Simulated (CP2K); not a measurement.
GaAs:

```
As Ga
1.0
     3.99777    0.00000    0.00000
     1.99888    3.46217    0.00000
     1.99888    1.15406    3.26417
As Ga
1 1
Direct
  0.75000 0.75000 0.75000
  0.00000 0.00000 0.00000
```

Program: CP2K 2026.2. Alike in all runs: no spin polarisation; cell as given; k mesh 8 × 8 × 8; smearing fermi-dirac 0.05 eV.

Task: Order these runs on this cell by their band gap on the k mesh, lowest first.
A. level LDA; potentials or basis GTH_POTENTIALS As GTH-PADE-q5, Ga GTH-PADE-q13; TZVP-MOLOPT-PBE-GTH basis; NGRIDS 5; CUTOFF of the grids 450 Ry; points a segment of the path (NPOINTS) 10; bands added on the path 4
B. level r2SCAN; potentials or basis POTENTIAL_UZH As GTH-SCAN-q5, Ga GTH-SCAN-q13; TZVP-MOLOPT-SCAN-GTH basis; NGRIDS 5; CUTOFF of the grids 675 Ry; points a segment of the path (NPOINTS) 10; bands added on the path 2
C. level PBE; potentials or basis POTENTIAL_UZH As GTH-PBE-q5, Ga GTH-PBE-q13; TZVP-MOLOPT-PBE-GTH basis; NGRIDS 4; CUTOFF of the grids 450 Ry

Result: A (0.29 eV), C (0.48 eV), B (0.83 eV).

Caveats: the basis of atomic orbitals isn't converged, which shifts pressures, moduli and gaps; the real-space grid breaks the cell's symmetry a little (some runs).

A k mesh can miss the band edges.

Not every run made on this cell is shown here.
